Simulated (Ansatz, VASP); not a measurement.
# Ir: VASP beside Ansatz

```xyz
4
Lattice="1.3479 -4.9313 0.0000 1.3479 4.9313 0.0000 0.0000 0.0000 4.6204" Properties=species:S:1:pos:R:3 pbc="T T T"
Ir    1.3479    3.6696    4.6205
Ir    1.3479   -1.2618    2.3101
Ir    1.3479   -3.6696   -0.0001
Ir    1.3479    1.2618    2.3103
```

Alike in both runs: functional PBE; k mesh 6 × 6 × 4; occupations gaussian, width 0.1 eV; no spin polarisation.

Ansatz relaxed the structure, and its values are those at the end. VASP's run is a single point on that final structure, the one shown.

|  | VASP | Ansatz |
| --- | --- | --- |
| version | VASP 6.6.1 | Ansatz 0.2.0 |
| potentials or method | VASP PAW PBE potentials, release 64 (Ir) | scalar-relativistic, plane waves, PAW |
| plane-wave cutoff (eV) | 520 | 420 |
| valence electrons in the cell | 36 | 68 |

VASP gave:

```
gap on the k mesh at the Fermi level (eV) : none
pressure (GPa)                            : 0.3
rms of the force components (eV/Å)        : 0.010
```

What did Ansatz give for the same quantities?

gap on the k mesh at the Fermi level (eV): none; pressure (GPa): 0.0; rms of the force components (eV/Å): 0.001.

A gap of «none» marks a metal or a gap that the smearing closes. The functional is the same, so the differences come from potentials, cutoffs and numerics. The two sets of potentials don't hold the same shells in valence.

Caveats: the k mesh is coarse (spacing up to 0.40 Å⁻¹), so the values aren't converged. The runs have no spin-orbit coupling, so splittings on Ir are missing.
